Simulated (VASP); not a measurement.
## Be: relaxation of cell and atoms with PBE

Be:

```
CELL_PARAMETERS angstrom
2.28530 0.00000 0.00000
-1.14265 1.97913 0.00000
0.00000 0.00000 3.58420
ATOMIC_POSITIONS crystal
Be 0.33333 0.66667 0.25000
Be 0.66667 0.33333 0.75000
```

| Quantity | Value |
| --- | --- |
| Program | VASP 6.6.1 |
| Task | relaxation of cell and atoms |
| Functional | PBE |
| Potentials or basis | VASP PAW PBE potentials, release 64 (Be) |
| Cutoff | 520 eV |
| k mesh | 22 × 22 × 12 |
| Occupations | gaussian, width 0.1 eV |
| Spin | no spin polarisation |
| Further INCAR settings | ALGO = Normal; EDIFF = 1e-06; IBRION = 2; EDIFFG = -0.01; NSW = 90; ISIF = 3 |

```json
{
  "Relaxed volume": "7.91 Å³/atom",
  "Relaxed cell": "a = 2.262 Å, b = 2.262 Å, c = 3.571 Å, α = 90.00°, β = 90.00°, γ = 120.00°",
  "Space group after relaxing (to 0.05 Å)": "P6_3/mmc (No. 194)",
  "Energy gained by relaxing": "1.9 meV/atom",
  "Ionic steps": "5",
  "Pressure after relaxing": "0.0 GPa",
  "Band gap on the k mesh": "none (metal or under the smearing width)"
}
```

The path:
| step | energy change (eV) | largest force (eV/Å) | pressure (GPa) | volume (Å³) |
| --- | --- | --- | --- | --- |
| 1 | 0.0000 | 0.0000 | -2.77 | 16.21 |
| 2 | -0.0037 | 0.0000 | -0.42 | 15.88 |
| 3 | -0.0038 | 0.0000 | 0.05 | 15.82 |
| 4 | -0.0038 | 0.0000 | 0.10 | 15.82 |
| 5 | -0.0038 | 0.0000 | 0.05 | 15.82 |

Final structure:
```xyz
2
Lattice="2.2620 0.0000 0.0000 -1.1310 1.9590 0.0000 0.0000 0.0000 3.5706" Properties=species:S:1:pos:R:3 pbc="T T T"
Be    0.0000    1.3060    0.8926
Be    1.1310    0.6530    2.6779
```

Levels at points of the mesh, in eV from the Fermi level:
```
           k point  band 1  band 2  band 3  band 4  band 5  band 6
(0.00, 0.00, 0.00)  -11.53   -4.65    0.88   15.85   15.85   18.68
(0.50, 0.00, 0.00)   -5.18   -3.31    3.44    6.30    6.54    9.26
(0.00, 0.00, 0.50)   -9.38   -9.38   10.45   10.45   17.49   17.49
(0.50, 0.00, 0.50)   -3.80   -3.80    1.39    1.39   11.86   11.86
```

Wall time 76 s on 1 thread of Intel(R) Xeon(R) Platinum 8175M CPU @ 2.50GHz (Skylake/Cascade Lake), with other jobs on the host, peak memory 0.14 GiB.
